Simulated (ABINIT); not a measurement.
# SnTe (Fm-3m) in ABINIT: notebook

The runs below take SnTe through equation of state, with BP86, HCTH407.

Everything below comes from runs of ABINIT 10.8.3 (patched build). Logs are shortened: lines on timing, memory, paths and dates and some standing lists are left out, and cuts for length are marked. The log counts tension as positive stress, the text compression.

## 1. The structure

It takes space group Fm-3m (No. 225, cubic). Conventional cell: a = 6.302 Å, b = 6.302 Å, c = 6.302 Å, α = 90.00°, β = 90.00°, γ = 90.00°. Around Te (site symmetry m-3m) lie 6 Sn at 3.15 Å. Sn (site symmetry m-3m) has 6 Te at 3.15 Å as nearest neighbours.

## 2. Equation of state, BP86

File run.abi:

```
# Datasets: one volume each
ndtset 7
getwfk -1
scalecart1 3*0.9795861087
scalecart2 3*0.9864848297
scalecart3 3*0.9932883884
scalecart4 3*1.0000000000
scalecart5 3*1.0066227096
scalecart6 3*1.0131594038
scalecart7 3*1.0196128224

# Pseudopotentials
pp_dirpath "./"
pseudos "Te.GGA_PBE-JTH.xml, Sn.GGA_PBE-JTH_sp.xml"

# Structure
acell 3*1.0 Angstrom
rprim
     0.0000000000     3.1508500000     3.1508500000
     3.1508500000     0.0000000000     3.1508500000
     3.1508500000     3.1508500000     0.0000000000
ntypat 2
znucl 52 50
natom 2
typat 1 2
xred
     0.5000000000     0.5000000000     0.5000000000
     0.0000000000     0.0000000000     0.0000000000

# Plane-wave basis
ecut 15.0
pawecutdg 30.0

# k points
kptopt 1
ngkpt 7 7 7
nshiftk 1
shiftk 0.0 0.0 0.0

# Exchange and correlation
ixc -106132

# Bands and occupations
nband 9
occopt 3
tsmear 0.05 eV

# SCF cycle
nstep 100
tolvrs 1.0e-9

# Output
iomode 3
prtwf 1
prtden 0
prteig 0
prtebands 0
```

Potentials or basis: JTH PAW PBE v2.0 sp.

Command:

```sh
$ abinit run.abi > log 2>&1
```

run.abo:

```text
.Version 10.8.3 of ABINIT
 DATASET    1 : space group Fm -3 m (#225); Bravais cF (face-center cubic)
================================================================================
 Values of the parameters that define the memory need for DATASET  1.
     intxc =       0    ionmov =       0      iscf =      17    lmnmax =      13
     lnmax =       5     mgfft =      30  mpssoang =       3    mqgrid =    3001
     natom =       2  nloc_mem =       2    nspden =       1   nspinor =       1
    nsppol =       1      nsym =      48    n1xccc =       1    ntypat =       2
    occopt =       3   xclevel =       2
       mpw =        1117          nfft =       27000          nkpt =          20
 PAW method is used; the additional fine FFT grid is defined by:
   mgfftf=        45    nfftf =     91125
================================================================================
================================================================================
[... 71 lines left out ...]
 DATASET    7 : space group Fm -3 m (#225); Bravais cF (face-center cubic)
================================================================================
 Values of the parameters that define the memory need for DATASET  7.
     intxc =       0    ionmov =       0      iscf =      17    lmnmax =      13
     lnmax =       5     mgfft =      30  mpssoang =       3    mqgrid =    3001
     natom =       2  nloc_mem =       2    nspden =       1   nspinor =       1
    nsppol =       1      nsym =      48    n1xccc =       1    ntypat =       2
    occopt =       3   xclevel =       2
       mpw =        1267          nfft =       27000          nkpt =          20
 PAW method is used; the additional fine FFT grid is defined by:
   mgfftf=        45    nfftf =     91125
================================================================================
================================================================================

--------------------------------------------------------------------------------
------------- Echo of variables that govern the present computation ------------
--------------------------------------------------------------------------------
 -outvars: echo values of preprocessed input variables --------
            acell      1.8897261259E+00  1.8897261259E+00  1.8897261259E+00 Bohr
              amu      1.27600000E+02  1.18710000E+02
             ecut      1.50000000E+01 Hartree
           getwfk          -1
              ixc     -106132
           jdtset        1    2    3    4    5    6    7
         kptrlatt        7    0    0      0    7    0      0    0    7
          kptrlen1     5.77407275E+01
          kptrlen2     5.81473658E+01
          kptrlen3     5.85483948E+01
          kptrlen4     5.89440040E+01
          kptrlen5     5.93343730E+01
          kptrlen6     5.97196720E+01
          kptrlen7     6.01000623E+01
            natom           2
            nband           9
           ndtset           7
            ngfft          30      30      30
          ngfftdg          45      45      45
             nkpt          20
[... 110 lines left out ...]

--- Pseudopotential description ------------------------------------------------
- pspini: atom type   1  psp file is ./Te.GGA_PBE-JTH.xml
 Pseudopotential format is: paw10
 basis_size (lnmax)=  4 (lmn_size=  8), orbitals=   0   0   1   1
 Spheres core radius: rc_sph= 2.31107438
 Shapefunction is SIN type: shapef(r)=[sin(pi*r/rshp)/(pi*r/rshp)]**2
 Radius for shape functions =  2.10488624
 Compensation charge density is not taken into account in XC energy/potential

- pspini: atom type   2  psp file is ./Sn.GGA_PBE-JTH_sp.xml
 Pseudopotential format is: paw10
 basis_size (lnmax)=  5 (lmn_size= 13), orbitals=   0   0   1   1   2
 Spheres core radius: rc_sph= 2.70161971
 Shapefunction is SIN type: shapef(r)=[sin(pi*r/rshp)/(pi*r/rshp)]**2
 Radius for shape functions =  2.11181860
 Compensation charge density is not taken into account in XC energy/potential

   1.38203960E+03                                ecore*ucvol(ha*bohr**3)
--------------------------------------------------------------------------------

================================================================================

--- !BeginCycle
iteration_state: {dtset: 1, }
solver: {iscf: 17, nstep: 100, nline: 4, wfoptalg: 10, }
tolerances: {tolvrs: 1.00E-09, }
...
[... 1202 lines left out ...]
-Cartesian components of stress tensor (GPa)         [Pressure=  4.0607E-02 GPa]
- sigma(1 1)= -4.06072749E-02  sigma(3 2)=  0.00000000E+00
- sigma(2 2)= -4.06072749E-02  sigma(3 1)=  0.00000000E+00
- sigma(3 3)= -4.06072749E-02  sigma(2 1)=  0.00000000E+00

== END DATASET(S) ==============================================================
================================================================================

 -outvars: echo values of variables after computation  --------
            acell      1.8897261259E+00  1.8897261259E+00  1.8897261259E+00 Bohr
           etotal1    -1.1978560219E+01
           etotal2    -1.1980197060E+01
           etotal3    -1.1981468317E+01
           etotal4    -1.1982411352E+01
           etotal5    -1.1983051574E+01
           etotal6    -1.1983422812E+01
           etotal7    -1.1983552930E+01
            fcart1    -0.0000000000E+00 -0.0000000000E+00 -0.0000000000E+00
                      -0.0000000000E+00 -0.0000000000E+00 -0.0000000000E+00
            fcart2    -0.0000000000E+00 -0.0000000000E+00 -0.0000000000E+00
                      -0.0000000000E+00 -0.0000000000E+00 -0.0000000000E+00
            fcart3    -0.0000000000E+00 -0.0000000000E+00 -0.0000000000E+00
                      -0.0000000000E+00 -0.0000000000E+00 -0.0000000000E+00
            fcart4    -0.0000000000E+00 -0.0000000000E+00 -0.0000000000E+00
                      -0.0000000000E+00 -0.0000000000E+00 -0.0000000000E+00
            fcart5    -0.0000000000E+00 -0.0000000000E+00 -0.0000000000E+00
                      -0.0000000000E+00 -0.0000000000E+00 -0.0000000000E+00
[... 38 lines left out ...]
                       0.0000000000E+00  0.0000000000E+00  0.0000000000E+00
           xangst1     3.0865288906E+00  3.0865288906E+00  3.0865288906E+00
                       0.0000000000E+00  0.0000000000E+00  0.0000000000E+00
           xangst2     3.1082657257E+00  3.1082657257E+00  3.1082657257E+00
                       0.0000000000E+00  0.0000000000E+00  0.0000000000E+00
           xangst3     3.1297027186E+00  3.1297027186E+00  3.1297027186E+00
                       0.0000000000E+00  0.0000000000E+00  0.0000000000E+00
           xangst4     3.1508500000E+00  3.1508500000E+00  3.1508500000E+00
                       0.0000000000E+00  0.0000000000E+00  0.0000000000E+00
           xangst5     3.1717171645E+00  3.1717171645E+00  3.1717171645E+00
                       0.0000000000E+00  0.0000000000E+00  0.0000000000E+00
           xangst6     3.1923133075E+00  3.1923133075E+00  3.1923133075E+00
                       0.0000000000E+00  0.0000000000E+00  0.0000000000E+00
           xangst7     3.2126470615E+00  3.2126470615E+00  3.2126470615E+00
                       0.0000000000E+00  0.0000000000E+00  0.0000000000E+00
             xred      5.0000000000E-01  5.0000000000E-01  5.0000000000E-01
                       0.0000000000E+00  0.0000000000E+00  0.0000000000E+00
 Calculation completed.
```

It took 48 s on 1 thread of Intel Xeon Platinum 8488C (Sapphire Rapids), shared host; peak memory 0.14 GiB.

Results:

```
Equilibrium volume : 33.20 Å³/atom (rough: see the caveat)
Bulk modulus       : 41 GPa (rough)
```

Energy against volume, from the lowest point:
| volume (Å³/atom) | energy (meV/atom) |
| --- | --- |
| 29.404 | 67.93 |
| 30.030 | 45.66 |
| 30.656 | 28.36 |
| 31.281 | 15.53 |
| 31.907 | 6.82 |
| 32.532 | 1.77 |
| 33.158 | 0.00 |

Caveat: the cutoff is too short for stress, so the log's stress isn't used; pressures at fixed basis lie under the slope of the energies; this odd mesh misses L, where the gap lies, so gap, dielectric constants and Born charges aren't listed; the minimum lies outside the volumes run; the PAW data sets were made with another functional, which shifts forces and pressure a little; this set keeps more shells in the core, which shifts pressures and gaps. The run has no spin-orbit coupling, so splittings on Te are missing.

## 3. Equation of state, HCTH407

Changes to run.abi since step 2:

```diff
@@ -16,7 +16,7 @@
 # Structure
-acell 3*1.0 Angstrom
+acell 4.455974803 4.455974803 4.455974803 Angstrom
 rprim
-     0.0000000000     3.1508500000     3.1508500000
-     3.1508500000     0.0000000000     3.1508500000
-     3.1508500000     3.1508500000     0.0000000000
+     0.0000000000     0.7071067812     0.7071067812
+     0.7071067812     0.0000000000     0.7071067812
+     0.7071067812     0.7071067812     0.0000000000
 ntypat 2
@@ -40,3 +40,3 @@
 # Exchange and correlation
-ixc -106132
+ixc 27
```

Potentials or basis: JTH PAW PBE v2.0 sp.

Command:

```sh
$ abinit run.abi > log 2>&1
```

run.abo:

```text
.Version 10.8.3 of ABINIT
 DATASET    1 : space group Fm -3 m (#225); Bravais cF (face-center cubic)
================================================================================
 Values of the parameters that define the memory need for DATASET  1.
     intxc =       0    ionmov =       0      iscf =       7    lmnmax =      13
     lnmax =       5     mgfft =      30  mpssoang =       3    mqgrid =    3001
     natom =       2  nloc_mem =       2    nspden =       1   nspinor =       1
    nsppol =       1      nsym =      48    n1xccc =       1    ntypat =       2
    occopt =       3   xclevel =       2
       mpw =        1117          nfft =       27000          nkpt =          20
 PAW method is used; the additional fine FFT grid is defined by:
   mgfftf=        45    nfftf =     91125
================================================================================
================================================================================
[... 71 lines left out ...]
 DATASET    7 : space group Fm -3 m (#225); Bravais cF (face-center cubic)
[... 1458 lines left out ...]
                      -0.0000000000E+00 -0.0000000000E+00 -0.0000000000E+00
            fcart5    -0.0000000000E+00 -0.0000000000E+00 -0.0000000000E+00
                      -0.0000000000E+00 -0.0000000000E+00 -0.0000000000E+00
[... 38 lines left out ...]
                       0.0000000000E+00  0.0000000000E+00  0.0000000000E+00
           xangst1     3.0865288907E+00  3.0865288907E+00  3.0865288907E+00
                       0.0000000000E+00  0.0000000000E+00  0.0000000000E+00
           xangst2     3.1082657257E+00  3.1082657257E+00  3.1082657257E+00
                       0.0000000000E+00  0.0000000000E+00  0.0000000000E+00
           xangst3     3.1297027186E+00  3.1297027186E+00  3.1297027186E+00
                       0.0000000000E+00  0.0000000000E+00  0.0000000000E+00
           xangst4     3.1508500001E+00  3.1508500001E+00  3.1508500001E+00
                       0.0000000000E+00  0.0000000000E+00  0.0000000000E+00
           xangst5     3.1717171646E+00  3.1717171646E+00  3.1717171646E+00
                       0.0000000000E+00  0.0000000000E+00  0.0000000000E+00
           xangst6     3.1923133075E+00  3.1923133075E+00  3.1923133075E+00
                       0.0000000000E+00  0.0000000000E+00  0.0000000000E+00
           xangst7     3.2126470615E+00  3.2126470615E+00  3.2126470615E+00
                       0.0000000000E+00  0.0000000000E+00  0.0000000000E+00
             xred      5.0000000000E-01  5.0000000000E-01  5.0000000000E-01
                       0.0000000000E+00  0.0000000000E+00  0.0000000000E+00
 Calculation completed.
```

It took 64 s on 1 thread of Intel Xeon Platinum 8488C (Sapphire Rapids), shared host; peak memory 0.14 GiB.

Results:

```yaml
Equilibrium_volume: "34.58 Å³/atom (rough: see the caveat)"
Bulk_modulus: 32 GPa (rough)
```

Energy against volume, from the lowest point:
```csv
volume (Å³/atom),energy (meV/atom)
29.404,97.06
30.030,70.73
30.656,48.97
31.281,31.42
31.907,17.60
32.532,7.25
33.158,0.00
```

Caveat: the cutoff is too short for stress, so the log's stress isn't used; pressures at fixed basis lie under the slope of the energies; this odd mesh misses L, where the gap lies, so gap, dielectric constants and Born charges aren't listed; the minimum lies outside the volumes run; the PAW data sets were made with another functional, which shifts forces and pressure a little; this set keeps more shells in the core, which shifts pressures and gaps. Spin-orbit coupling is left out, which matters for the levels of Te.
